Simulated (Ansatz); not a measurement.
# Co (P6_3/mmc) in Ansatz: notebook

One crystal, Co, is run at these levels: PBE; tasks: single point, equation of state.

All numbers are computed with Ansatz 0.2.0; they aren't measurements. Logs are shortened: lines on timing, memory, paths and dates and some standing lists are left out, and cuts for length are marked.

## Step 1: Starting point

It takes space group P6_3/mmc (No. 194, hexagonal). The conventional cell has a = 2.471 Å, b = 2.471 Å, c = 8.088 Å, α = 90.00°, β = 90.00°, γ = 120.00°. Co (site symmetry -6m2) is surrounded by 12 Co at 2.47 Å. Co (site symmetry -3m) is surrounded by 12 Co at 2.47 Å.

## Step 2: Single point, PBE, collinear spin, ferromagnetic start, 10.05 Å³/atom (volume scaled by 0.94)

Contents of input.yaml:

```yaml
crystal:
  lattice:
    - [2.4201280013, 0.0, 0.0]
    - [-1.2100640007, 2.0958923296, 0.0]
    - [0.0, 0.0, 7.9231214745]
  atoms:
    - { symbol: Co, position: [0.6666666667, 0.3333333333, 0.75], spin: 2.0 }
    - { symbol: Co, position: [0.0, 0.0, 0.5], spin: 2.0 }
    - { symbol: Co, position: [0.3333333333, 0.6666666667, 0.25], spin: 2.0 }
    - { symbol: Co, position: [0.0, 0.0, 0.0], spin: 2.0 }
hamiltonian:
  xc: pbe
  pseudopotentials: { kind: nc }
magnetization:
  spin_polarized: true
kpoints:
  mp_grid: { grid: [12, 12, 4] }
scf:
  occupations: { method: fermi_dirac, width: 0.05 }
output:
  forces: true
  stress: true
  eigenvalues: true
```

Potentials or basis: PseudoDojo standard (PBE files).

The run is started by

```
> ansatz run input.yaml --threads 2 --pin off --max-ram 5120MiB --backend cpu --events-out ev --progress --plain --runs-dir out
```

The program printed:

```text
Warning: RAYON_NUM_THREADS=2 ignored (pool sized by the plan → 2); use --threads N
Engine: ansatz 0.2.0, aarch64-unknown-linux-gnu
Pseudopotentials: kind: nc
Pseudopotential: Co, nc, valence charge 17, recommended cutoff 1306.14654 eV (normal), Co.nc.azcp (PseudoDojo's, or run here from an input of PseudoDojo's: the run reads no file of this project's for it)
Functional definition: PBE
  parameter kappa = 0.804
  parameter beta = 0.06672455060314922
  exchange = pbe_x(kappa = kappa, mu = beta*pi^2/3)
  correlation = pbe_c(beta = beta)
Crystal: 4 atoms, lattice volume = 40.189 Å³
Basis set: ecut = 1306.14654 eV, 4325 PW (Γ), exchange–correlation on 60×60×192 points (8 copies of the dense FFT grid, shifted against one another)
Bands: 46, of which v1, the nominal top of the filled ones, is band 34 counted from 1 (33 counted from 0)
Symmetry: 24 space group operations
Space group: P63/mmc (ITA 194), of the structure as read, at distance tolerance 3.4e-5 Å
Magnetic group: BNS 194.263 (UNI 1493), of the structure as read, at distance tolerance 3.4e-5 Å
k-points: 57 of 576
Non-local potential: Co, projectors of the file, l = 0: 2, l = 1: 2, l = 2: 2
Initial density: superposition of atomic densities (chi_scale 0.1, normalization cell)
Starting moments: Σ|m| = 8 μB on 4 of 4 sites
Initial wavefunctions: pseudopotential atomic-orbital guess
Functional: x = pbe(κ = 0.804, μ = 0.2195149727645171), c = pbe(β = 0.06672455060314922)
iter 1 solved again at ethr=7.04e-4 eV; its pass at ethr=3.10e-3 eV (dr2=4.78e-1 eV) is discarded
SCF iter   1: F=—  HF=-16656.873913 eV  |F-HF|=—  |Δ(HF+E_count)|=         —  Δρ=9.42e-2 (↑9.42e-2 ↓7.08e-2)  dr2=4.83e-1  dr2_m=2.36e0  M=6.443 μB ∫|m|=6.566 μB  β_m=0.30  ethr=7.04e-4  ⟨swp⟩=1.7  Hψ=25082  notcnv=0
preconditioner: auto → none  [metal: Δε(μ)=0.004 eV  Ē_g=10.077 eV  σ=0.050 eV  W_gap=0.02  n_scr=6 (ndim 8)  ℏωp=35.1 eV  f_vac=0.000  D(μ)=4.33/eV (n_scr^D=64)  sad-step TF]
SCF iter   2: F=—  HF=-16656.971269 eV  |F-HF|=—  |Δ(HF+E_count)|=   9.74e-2  Δρ=6.23e-2 (↑6.23e-2 ↓5.28e-2)  dr2=9.56e-2  dr2_m=1.19e0  M=6.398 μB ∫|m|=6.608 μB  β_m=0.30  ethr=7.04e-4  ⟨swp⟩=2.8  Hψ=8734  notcnv=0
spin-set hold released at iteration 2 (site moments show no strong build): the magnetisation degrees of freedom join the quasi-Newton model from the next iteration; the mixer history was kept
SCF iter   3: F=—  HF=-16657.085567 eV  |F-HF|=—  |Δ(HF+E_count)|=   1.14e-1  Δρ=4.87e-2 (↑4.14e-2 ↓4.87e-2)  dr2=5.99e-1  dr2_m=6.39e-1  M=6.355 μB ∫|m|=6.642 μB  β_m=0.08  ethr=1.41e-4  ⟨swp⟩=2.7  Hψ=9392  notcnv=0  defer=80
SCF iter   4: F=—  HF=-16657.103408 eV  |F-HF|=—  |Δ(HF+E_count)|=   1.78e-2  Δρ=3.20e-2 (↑3.20e-2 ↓3.20e-2)  dr2=8.42e-3  dr2_m=3.69e-1  M=6.345 μB ∫|m|=6.674 μB  β_m=0.16  ethr=1.41e-4  ⟨swp⟩=2.0  Hψ=6024  notcnv=0  defer=129
[... 9 lines left out ...]
SCF iter  13: F=-16657.204179 eV  HF=-16657.204179 eV  |F-HF|=7.01e-9  |Δ(HF+E_count)|=   3.63e-8  Δρ=3.43e-6 (↑1.73e-6 ↓3.43e-6)  dr2=8.20e-9  dr2_m=1.04e-9  M=6.385 μB ∫|m|=6.978 μB  ethr=1.03e-10  ⟨swp⟩=2.7  Hψ=16186  notcnv=0
SCF 1 converged in 13 iterations: F = -16657.204179 eV  dr2 = 8.20e-9
SCF converged after 13 iterations
an eigenvalue changed by more than its tolerance at an iteration that met the thresholds in force, so the SCF went on 1 time: the last check found none over its tolerance
Magnetization: 6.3849 μB (37.1925 up, 30.8075 down)
Absolute magnetization: 6.9780 μB (∫|ρ↑−ρ↓|)
Spin contamination: 0.1019 ħ² per cell (⟨S²⟩ above its minimum at these occupations)
Per-site moments (μB) at R_I (Å): [(1.6756936129769275, 0.9983028005515256), (1.6531317204408065, 0.9983028005515256), (1.6756936129769269, 0.9983028005515256), (1.653131720440807, 0.9983028005515256)]
Free energy (F): -16657.204179 eV
Harris-Foulkes:  -16657.204179 eV  (|F-HF|=7.01e-9)
Internal energy: -16657.170392 eV  (E = F + TS)
E sigma→0 (E₀):  -16657.187286 eV
Entropy (-TS):   -0.033787 eV (-8.447 meV/atom)
Fermi energy:    21.100168 eV
--- Per-component energies (eV) ---
  E_band       = -826.880709
  E_kinetic    = 7380.542648
  E_local      = -11723.313563  (includes V_loc(G=0)·N_el)
  E_nonlocal   = -2046.636849
  E_hartree    = 3927.680188
  E_xc         = -3055.165199
  E_vxc        = -2292.831529  (∫ρ·V_xc dr)
  E_ewald      = -11140.277617
  E_smearing   = -0.033787  (= −TS)
  E_closure    = 0.000000  (closes the sum)
  Σ components = -16657.204179   (vs F -16657.204179, Δ=0.00e0)
--- Forces (eV/Å), atoms counted from 1 ---
  atom   1  Co    -0.00000000    -0.00000000     0.00000000
  atom   2  Co     0.00000000     0.00000000     0.00000000
  atom   3  Co     0.00000000     0.00000000     0.00000000
  atom   4  Co     0.00000000    -0.00000000    -0.00000000
  max |Σ_I F_I| component: 9.25e-18 eV/Å
--- Stress (GPa, compression-positive) ---
       22.639991       0.000000       0.000000
       -0.000000      22.639991       0.000000
        0.000000       0.000000      18.312271
  P = ⅓ Tr σ = 21.1974 GPa (211.974 kbar)
--- Band table (eV; the first three rows and the last of 114) ---
  k-point 0 ↑: bands = ["-75.0071", "-74.9836", "-74.9458", "-74.9222", "-38.5236", "-38.3507", "-38.2725", "-38.1364", "-38.1364", "-38.1148", "-38.1148", "-38.0977", "-38.0977", "-38.0962", "-38.0761", "-38.0761", "11.5748", "13.8807", "13.9055", "15.4376", "17.8196", "17.8541", "18.1223", "18.1223", "18.1667", "18.1667", "18.1835", "18.4405", "18.4405", "18.5216", "18.5216", "19.2085", "19.2085", "19.5680", "19.5680", "19.9180", "19.9180", "20.3529", "20.3529", "20.6852", "27.8751", "36.5354", "36.5466", "43.4049", "43.9791", "45.0015"]
  k-point 1 ↑: bands = ["-75.0045", "-74.9885", "-74.9408", "-74.9247", "-38.5081", "-38.4007", "-38.2219", "-38.1343", "-38.1343", "-38.1202", "-38.1202", "-38.1122", "-38.0923", "-38.0923", "-38.0782", "-38.0782", "11.7394", "12.9742", "14.7436", "15.4059", "17.8733", "18.1276", "18.1364", "18.1522", "18.1522", "18.1976", "18.1976", "18.3942", "18.3942", "18.4676", "18.4676", "19.2710", "19.2710", "19.5166", "19.5166", "19.9992", "19.9992", "20.0917", "20.3000", "20.3000", "28.7794", "33.5836", "39.6144", "43.4998", "43.8792", "44.7036"]
  k-point 2 ↑: bands = ["-74.9975", "-74.9975", "-74.9318", "-74.9318", "-38.4644", "-38.4644", "-38.1571", "-38.1571", "-38.1284", "-38.1284", "-38.1284", "-38.1284", "-38.0841", "-38.0841", "-38.0841", "-38.0841", "12.2208", "12.2208", "15.2389", "15.2389", "18.0136", "18.0136", "18.2166", "18.2166", "18.2166", "18.2166", "18.3709", "18.3709", "18.3709", "18.3709", "18.9641", "18.9641", "19.4000", "19.4000", "19.4000", "19.4000", "20.1616", "20.1616", "20.1616", "20.1616", "30.9021", "30.9021", "42.5695", "42.5695", "43.7519", "43.7519"]
  k-point 56 ↓: bands = ["-73.1724", "-73.1724", "-73.1600", "-73.1600", "-36.5839", "-36.5839", "-36.5570", "-36.5570", "-36.5057", "-36.5057", "-36.4898", "-36.4898", "-36.3619", "-36.3619", "-36.3453", "-36.3453", "17.8714", "17.8714", "18.0262", "18.0262", "18.0318", "18.0318", "18.1067", "18.1067", "19.2111", "19.2111", "19.2963", "19.2963", "20.7518", "20.7518", "21.3489", "21.3489", "22.1346", "22.1346", "22.2573", "22.2573", "27.1190", "27.1190", "27.7262", "27.7262", "28.3947", "28.3947", "31.2880", "31.2880", "33.2208", "33.2208"]
```

Run time: 39 s. Hardware: 2 threads of Arm Neoverse V1, shared host; peak memory 0.85 GiB.

What came out:

```yaml
Free_energy: -16657.2042 eV
Pressure: 21.2 GPa
Band_gap_on_the_k_mesh: none (metal or under the smearing width)
Net_moment: 6.38 μB per cell
Absolute_moment: 6.98 μB per cell
Site_moments: Co +1.68, +1.65 μB
```

## Step 3: Single point, PBE, collinear spin, ferromagnetic start, 10.26 Å³/atom (volume scaled by 0.96)

Edit input.yaml of step 2 so:

```diff
@@ -2,5 +2,5 @@
   lattice:
-    - [2.4201280013, 0.0, 0.0]
-    - [-1.2100640007, 2.0958923296, 0.0]
-    - [0.0, 0.0, 7.9231214745]
+    - [2.4371717178, 0.0, 0.0]
+    - [-1.2185858589, 2.110652621, 0.0]
+    - [0.0, 0.0, 7.978919943]
   atoms:
```

Potentials or basis: PseudoDojo standard (PBE files).

The run is started by

```
> ansatz run input.yaml --threads 2 --pin off --max-ram 5120MiB --backend cpu --events-out ev --progress --plain --runs-dir out
```

It took 36 s on 2 threads of Arm Neoverse V1, shared host; peak memory 0.86 GiB.

Results (log left out):

* Free energy: -16657.3014 eV
* Pressure: 15.3 GPa
* Band gap on the k mesh: none (metal or under the smearing width)
* Net moment: 6.51 μB per cell
* Absolute moment: 7.12 μB per cell
* Site moments: Co +1.71, +1.69 μB

## Step 4: Single point, PBE, collinear spin, ferromagnetic start, 10.47 Å³/atom (volume scaled by 0.98)

Edit input.yaml of step 3 so:

```diff
@@ -2,5 +2,5 @@
   lattice:
-    - [2.4371717178, 0.0, 0.0]
-    - [-1.2185858589, 2.110652621, 0.0]
-    - [0.0, 0.0, 7.978919943]
+    - [2.4539803297, 0.0, 0.0]
+    - [-1.2269901649, 2.125209306, 0.0]
+    - [0.0, 0.0, 8.033948716]
   atoms:
@@ -23 +23,5 @@
   eigenvalues: true
+  write_density: true
+  write_potential: true
+  elf: true
+  volumetric_format: npy
```

The run is started by

```
> ansatz run input.yaml --threads 2 --pin off --max-ram 5120MiB --backend cpu --events-out ev --progress --plain --runs-dir out
```

Run time: 46 s. Hardware: 2 threads of Arm Neoverse V1, shared host; peak memory 0.86 GiB.

It converged, with:

| Property | Result |
| --- | --- |
| Free energy | -16657.3685 eV |
| Pressure | 9.9 GPa |
| Band gap on the k mesh | none (metal or under the smearing width) |
| Net moment | 6.60 μB per cell |
| Absolute moment | 7.23 μB per cell |
| Site moments | Co +1.73, +1.71 μB |

## Step 5: Single point, PBE, collinear spin, ferromagnetic start, 10.69 Å³/atom

Edit input.yaml of step 4 so:

```diff
@@ -2,5 +2,5 @@
   lattice:
-    - [2.4539803297, 0.0, 0.0]
-    - [-1.2269901649, 2.125209306, 0.0]
-    - [0.0, 0.0, 8.033948716]
+    - [2.4705617809, 0.0, 0.0]
+    - [-1.2352808905, 2.1395692639, 0.0]
+    - [0.0, 0.0, 8.0882338]
   atoms:
@@ -23,5 +23 @@
   eigenvalues: true
-  write_density: true
-  write_potential: true
-  elf: true
-  volumetric_format: npy
```

The run is started by

```
> ansatz run input.yaml --threads 2 --pin off --max-ram 5120MiB --backend cpu --events-out ev --progress --plain --runs-dir out
```

It took 27 s on 2 threads of Arm Neoverse V1, shared host; peak memory 0.88 GiB.

It converged, with:

| Item | Value |
| --- | --- |
| Free energy | -16657.4082 eV |
| Pressure | 5.0 GPa |
| Band gap on the k mesh | none (metal or under the smearing width) |
| Net moment | 6.67 μB per cell |
| Absolute moment | 7.32 μB per cell |
| Site moments | Co +1.75, +1.73 μB |

## Step 6: Single point, PBE, collinear spin, ferromagnetic start, 10.90 Å³/atom (volume scaled by 1.02)

Edit input.yaml of step 5 so:

```diff
@@ -2,5 +2,5 @@
   lattice:
-    - [2.4705617809, 0.0, 0.0]
-    - [-1.2352808905, 2.1395692639, 0.0]
-    - [0.0, 0.0, 8.0882338]
+    - [2.486923594, 0.0, 0.0]
+    - [-1.2434617971, 2.1537390097, 0.0]
+    - [0.0, 0.0, 8.1417998233]
   atoms:
@@ -23 +23,5 @@
   eigenvalues: true
+  write_density: true
+  write_potential: true
+  elf: true
+  volumetric_format: npy
```

Potentials or basis: PseudoDojo standard (PBE files).

The run is started by

```
> ansatz run input.yaml --threads 2 --pin off --max-ram 5120MiB --backend cpu --events-out ev --progress --plain --runs-dir out
```

Wall time 38 s (2 threads of Arm Neoverse V1, shared host); peak memory 0.88 GiB.

The run converged. Its results:

```yaml
Free_energy: -16657.4229 eV
Pressure: 0.6 GPa
Band_gap_on_the_k_mesh: none (metal or under the smearing width)
Net_moment: 6.73 μB per cell
Absolute_moment: 7.40 μB per cell
Site_moments: Co +1.77, +1.75 μB
```

## Step 7: Single point, PBE, collinear spin, ferromagnetic start, 11.12 Å³/atom (volume scaled by 1.04)

Edit input.yaml of step 6 so:

```diff
@@ -2,5 +2,5 @@
   lattice:
-    - [2.486923594, 0.0, 0.0]
-    - [-1.2434617971, 2.1537390097, 0.0]
-    - [0.0, 0.0, 8.1417998233]
+    - [2.503072901, 0.0, 0.0]
+    - [-1.2515364506, 2.1677247198, 0.0]
+    - [0.0, 0.0, 8.1946701348]
   atoms:
@@ -23,5 +23 @@
   eigenvalues: true
-  write_density: true
-  write_potential: true
-  elf: true
-  volumetric_format: npy
```

The run is started by

```
> ansatz run input.yaml --threads 2 --pin off --max-ram 5120MiB --backend cpu --events-out ev --progress --plain --runs-dir out
```

It took 30 s on 2 threads of Arm Neoverse V1, shared host; peak memory 0.9 GiB.

It converged, with:

* Free energy: -16657.4155 eV
* Pressure: -3.3 GPa
* Band gap on the k mesh: none (metal or under the smearing width)
* Net moment: 6.79 μB per cell
* Absolute moment: 7.48 μB per cell
* Site moments: Co +1.78, +1.77 μB

## Step 8: Single point, PBE, collinear spin, ferromagnetic start, 11.33 Å³/atom (volume scaled by 1.06)

Edit input.yaml of step 7 so:

```diff
@@ -2,5 +2,5 @@
   lattice:
-    - [2.503072901, 0.0, 0.0]
-    - [-1.2515364506, 2.1677247198, 0.0]
-    - [0.0, 0.0, 8.1946701348]
+    - [2.5190164704, 0.0, 0.0]
+    - [-1.2595082352, 2.1815322559, 0.0]
+    - [0.0, 0.0, 8.2468668932]
   atoms:
```

The run is started by

```
> ansatz run input.yaml --threads 2 --pin off --max-ram 5120MiB --backend cpu --events-out ev --progress --plain --runs-dir out
```

Run time: 50 s. Hardware: 2 threads of Arm Neoverse V1, shared host; peak memory 0.92 GiB.

It converged, with:

```
Free energy            : -16657.3882 eV
Pressure               : -6.9 GPa
Band gap on the k mesh : none (metal or under the smearing width)
Net moment             : 6.84 μB per cell
Absolute moment        : 7.55 μB per cell
Site moments           : Co +1.80, +1.78 μB
```

## Step 9: Equation of state, PBE, collinear spin, ferromagnetic start

Potentials or basis: PseudoDojo standard.

No new run: the results of the series are fitted here.

Results:

| Item | Value |
| --- | --- |
| Equilibrium volume | 10.93 Å³/atom |
| Bulk modulus at fixed shape and positions | 210 GPa |
| Pressure derivative of the bulk modulus | 4.3 |

Energy against volume, from the lowest point:
| volume (Å³/atom) | energy (meV/atom) |
| --- | --- |
| 10.047 | 54.69 |
| 10.261 | 30.38 |
| 10.475 | 13.60 |
| 10.688 | 3.69 |
| 10.902 | 0.00 |
| 11.116 | 1.86 |
| 11.330 | 8.69 |

Caveat: the cell was scaled at fixed shape and fractional positions, which overstates the stiffness of a crystal with free parameters, most of all of layers and chains.
